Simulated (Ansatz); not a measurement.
Run this with Ansatz 0.2.0 through its Python package and show what comes out.

`berry.py`:
```python
'''Change of polarisation in BN when one atom moves.'''

import logging
import sys
import warnings

import ansatz as az
import numpy as np
from pymatgen.core import Lattice, Structure
from pymatgen.io.ase import AseAtomsAdaptor

logging.basicConfig(stream=sys.stdout, format='[%(levelname)s] %(message)s')
log = logging.getLogger('run')
log.setLevel(logging.INFO)

warnings.simplefilter('ignore', az.DeckWarning)

pmg_structure = Structure(
    Lattice([[2.508041, 0.0, 0.0], [-1.246711, 2.176231, 0.0], [-0.630665, -1.088116, 3.02254]]),
    ['B', 'N'],
    [
        [0.979643, 0.983499, 0.001806],
        [0.668506, 0.332385, 0.984999],
    ],
)
structure = az.Crystal.from_ase(AseAtomsAdaptor.get_atoms(pmg_structure))

def solve(structure):
    return (
        structure.calculation()
        .functional('r2scan')
        .kpoints(spacing=0.32)
        .scf(tolerance=1e-09)
        .occupations('fixed')
        .polarization()
        .run()
        .polarization()
    )


vectors = np.array(structure.lattice.vectors)
shifted = structure.move(1, to=np.array(structure.sites[1].position) + 0.02 * np.linalg.inv(vectors)[2])
before, after = solve(structure), solve(shifted)
for label, p in (('as typed', before), ('shifted', after)):
    print(label, 'reduced polarisation:', [round(axis.reduced, 4) for axis in p.axes], 'modulo', p.modulus)
# take the change on the nearest branch, then turn it into a dipole per cell
change = np.array([b.reduced - a.reduced for a, b in zip(before.axes, after.axes)])
change -= before.modulus * np.round(change / before.modulus)
dipole = change @ vectors
print('dipole change (e A):', np.round(dipole, 4) + 0.0)
print('column of the Born charge of', structure.sites[1].symbol, 'for a shift along z:', np.round(dipole / 0.02, 2) + 0.0)
```

```console
$ python berry.py
as typed reduced polarisation: [6.9278, 3.9413, 5.0152] modulo 1
shifted reduced polarisation: [6.9247, 3.9384, 5.0092] modulo 1
dipole change (e A): [-0.0002  0.     -0.0181]
column of the Born charge of N for a shift along z: [-0.01  0.   -0.9 ]
```

What to keep in mind:
- These settings explore the input space; cutoff and mesh may be short of convergence.
- This cell is a computed structure, which may not be the phase found in nature.
- Polarisation is defined up to a quantum, so only the change along a continuous path has meaning.
- Run time: 43 s on 1 thread of Arm Neoverse V2, with other jobs on the host, peak memory 0.57 GiB.

(Lines on the test bed's own set-up are left out of the output.)
